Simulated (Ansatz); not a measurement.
Geometry optimisation in Ansatz: input, command and trajectory.

```yaml
crystal:
  lattice:
    - [1.7570311209, -6.7033967379, 0.0]
    - [1.7570311209, 6.7033967379, 0.0]
    - [0.0, 0.0, 3.5464033921]
  atoms:
    - { symbol: Ti, position: [0.8969875903, 0.1030124097, 0.75] }
    - { symbol: Ti, position: [0.1030124097, 0.8969875903, 0.25] }
    - { symbol: Si, position: [0.5593127809, 0.4406872191, 0.75] }
    - { symbol: Si, position: [0.4406872191, 0.5593127809, 0.25] }
    - { symbol: Si, position: [0.2498079488, 0.7501920512, 0.75] }
    - { symbol: Si, position: [0.7501920512, 0.2498079488, 0.25] }
basis:
  ecutwfc: 420
kpoints:
  mp_grid: { grid: [10, 10, 10] }
hamiltonian:
  xc: pbe
scf:
  occupations: { method: gaussian, width: 0.1 }
output:
  forces: true
  stress: true
  eigenvalues: true
relax:
  adjacent_minimum: "off"
  f_tol: 0.008
  max_steps: 50
  cell: { stress_tol: 0.08, p_target: 4.0 }
```

```bash
ansatz run input.yaml --threads 1 --pin off --max-ram 2560MiB --backend cpu --events-out ev --progress --plain --runs-dir out
```

Theory: DFT PBE, scalar-relativistic, plane waves, PAW in Ansatz 0.2.0.

Of 6 frames 5 are shown, positions in Å and forces in eV/Å; the SCF threshold varies from step to step. Steps run on the plane waves of an earlier cell, with a Pulay correction in the pressure. The basis is chosen afresh for the last frame, the zero of the energies, and at times for earlier ones too; energy and pressure step there, also at an unchanged geometry. The relaxation lowers the enthalpy F + PV at the target pressure, so the free energy itself can rise.

```xyz
6
Lattice="1.7570 -6.7034 0.0000 1.7570 6.7034 0.0000 0.0000 0.0000 3.5464" Properties=species:S:1:pos:R:3:forces:R:3 pbc="T T T" step=1 free_energy_over_end_meV_per_atom=0.39 pressure_GPa=4.33
Ti    1.7570   -5.3223    2.6598    0.0000   -0.0669    0.0000
Ti    1.7570    5.3223    0.8866    0.0000    0.0669    0.0000
Si    1.7570   -0.7952    2.6598    0.0000   -0.0749    0.0000
Si    1.7570    0.7952    0.8866    0.0000    0.0749    0.0000
Si    1.7570    3.3543    2.6598    0.0000    0.0047    0.0000
Si    1.7570   -3.3543    0.8866    0.0000   -0.0047    0.0000
6
Lattice="1.7593 -6.6751 0.0000 1.7593 6.6751 0.0000 0.0000 0.0000 3.5547" Properties=species:S:1:pos:R:3:forces:R:3 pbc="T T T" step=2 free_energy_over_end_meV_per_atom=0.36 pressure_GPa=4.14
Ti    1.7593   -5.3087    2.6660    0.0000    0.0333    0.0000
Ti    1.7593    5.3087    0.8887    0.0000   -0.0333    0.0000
Si    1.7593   -0.7965    2.6660    0.0000   -0.0493    0.0000
Si    1.7593    0.7965    0.8887    0.0000    0.0493    0.0000
Si    1.7593    3.3408    2.6660    0.0000    0.0033    0.0000
Si    1.7593   -3.3408    0.8887    0.0000   -0.0033    0.0000
6
Lattice="1.7595 -6.6790 0.0000 1.7595 6.6790 0.0000 0.0000 0.0000 3.5547" Properties=species:S:1:pos:R:3:forces:R:3 pbc="T T T" step=3 free_energy_over_end_meV_per_atom=0.06 pressure_GPa=4.03
Ti    1.7595   -5.3096    2.6660    0.0000    0.0000    0.0000
Ti    1.7595    5.3096    0.8887    0.0000    0.0000    0.0000
Si    1.7595   -0.7990    2.6660    0.0000   -0.0175    0.0000
Si    1.7595    0.7990    0.8887    0.0000    0.0175    0.0000
Si    1.7595    3.3429    2.6660    0.0000    0.0008    0.0000
Si    1.7595   -3.3429    0.8887    0.0000   -0.0008    0.0000
6
Lattice="1.7603 -6.6815 0.0000 1.7603 6.6815 0.0000 0.0000 0.0000 3.5527" Properties=species:S:1:pos:R:3:forces:R:3 pbc="T T T" step=4 free_energy_over_end_meV_per_atom=-0.02 pressure_GPa=3.99
Ti    1.7603   -5.3122    2.6645    0.0000    0.0131    0.0000
Ti    1.7603    5.3122    0.8882    0.0000   -0.0131    0.0000
Si    1.7603   -0.8012    2.6645    0.0000    0.0062    0.0000
Si    1.7603    0.8012    0.8882    0.0000   -0.0062    0.0000
Si    1.7603    3.3435    2.6645    0.0000    0.0025    0.0000
Si    1.7603   -3.3435    0.8882    0.0000   -0.0025    0.0000
6
Lattice="1.7599 -6.6799 0.0000 1.7599 6.6799 0.0000 0.0000 0.0000 3.5542" Properties=species:S:1:pos:R:3:forces:R:3 pbc="T T T" step=6 free_energy_over_end_meV_per_atom=0.00 pressure_GPa=4.00
Ti    1.7599   -5.3103    2.6656    0.0000    0.0004    0.0000
Ti    1.7599    5.3103    0.8885    0.0000   -0.0004    0.0000
Si    1.7599   -0.8005    2.6656    0.0000    0.0004    0.0000
Si    1.7599    0.8005    0.8885    0.0000   -0.0004    0.0000
Si    1.7599    3.3432    2.6656    0.0000    0.0004    0.0000
Si    1.7599   -3.3432    0.8885    0.0000   -0.0004    0.0000
```

The run took 2.1 min on 1 thread of Intel(R) Xeon(R) Platinum 8375C CPU @ 2.90GHz (Ice Lake) (shared host), peak memory 0.68 GiB.